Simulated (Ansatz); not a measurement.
Method: DFT PBE, scalar-relativistic, plane waves, PAW in Ansatz 0.2.0. All cells share a 420 eV cutoff and Γ-centred k meshes spaced at most about 0.3 Å⁻¹ (about 0.25 or finer for metals, 2π included). No spin polarisation.

All energies are static (0 K, no zero-point motion).

Two forms of Ca₃S were relaxed alike.

A.

```yaml
crystal:
  lattice:
    - [5.66876, 0.00000, 0.00000]
    - [-2.83438, 4.90929, 0.00000]
    - [0.00000, 0.00000, 5.19799]
  atoms:
    - { symbol: Ca, position: [0.00000, 0.00000, 0.50000] }
    - { symbol: Ca, position: [0.33333, 0.66667, 0.00000] }
    - { symbol: Ca, position: [0.66667, 0.33333, 0.00000] }
    - { symbol: S, position: [0.00000, 0.00000, 0.00000] }
```

B.

```yaml
crystal:
  lattice:
    - [5.55381, 0.00000, 0.00000]
    - [0.00000, 5.55381, 0.00000]
    - [0.00000, 0.00000, 5.55381]
  atoms:
    - { symbol: Ca, position: [0.50000, 0.00000, 0.00000] }
    - { symbol: Ca, position: [0.00000, 0.50000, 0.00000] }
    - { symbol: Ca, position: [0.00000, 0.00000, 0.50000] }
    - { symbol: S, position: [0.00000, 0.00000, 0.00000] }
```

Question: Which form is favoured at zero pressure, and by what margin per atom?

Answer: B is lower, by 105 meV/atom. A has space group P6/mmm (No. 191), 36.2 Å³/atom and no gap on its mesh; B has the anti-ReO3 type, space group Pm-3m (No. 221), 42.8 Å³/atom and no gap. Counting Ca atoms around S (those within 1.25 times the shortest such distance or 1.15 times the sum of covalent radii), A has S 2 and B has S 6. The lower one is the more open, so pressure narrows the difference. In A, Ca on a site of symmetry 6/mmm is surrounded by 2 S at 2.60 Å; around Ca on a site of symmetry -6m2 lie 3 S at 3.27 Å and 3 Ca at 3.27 Å; around S lie 2 Ca at 2.60 Å and 6 Ca at 3.27 Å. In B, Ca is surrounded by 2 S at 2.78 Å; S is surrounded by 6 Ca at 2.78 Å. Both come from invented guesses. The lowest form computed isn't among them: it has space group P-6m2 (No. 187), 33.2 Å³/atom and lies 0.36 eV/atom below the best shown.

A magnetic state wasn't ruled out in cells without spin, among them P6/mmm, Pm-3m. Cells relaxed within their symmetry can be saddle points. Some candidate types were left out of the draw beforehand, so a known form may be missing.
